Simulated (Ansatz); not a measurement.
AlAs (started from an entry of an open crystallographic database), relaxed with r2SCAN: it is cubic, F-43m (No. 216); a = 5.678 Å in the conventional setting, 22.88 Å³ an atom. Around Al lie 4 As at 2.46 Å; around As lie 4 Al at 2.46 Å. One-shot G0W0@PBE in Ansatz on a 6×6×6 mesh (contour deformation, no spin-orbit coupling), from a PBE gap of 1.457 eV over the mesh points (the G0W0 gap is indirect on the mesh); the number N of bands summed and the screening cutoff rise together. No spin polarisation and no zero-point or thermal motion.

```csv
N,cutoff (eV),1000/N,G0W0 gap (eV)
112,100,8.929,2.041
259,180,3.861,2.160
```

Q: Lay a straight line in 1000/N through these rows.

A: The slope is -0.0235 eV per unit of 1000/N and the intercept 2.251 eV.

Q: Predict the gap at N = 495 (260 eV).

A: 2.251 + (-0.0235) × 2.020 = 2.204 eV; the run gives 2.203 eV, -0.001 eV from the line.

Q: With that run's result added, what limit do the last two rows suggest?

A: Their slope is (2.203 − 2.160)/(2.020 − 3.861) = -0.0234, which meets 1/N = 0 at 2.25 eV, against 2.251 eV from the first line. The two lines nearly agree; the k mesh isn't extrapolated.

Spin-orbit coupling is left out.
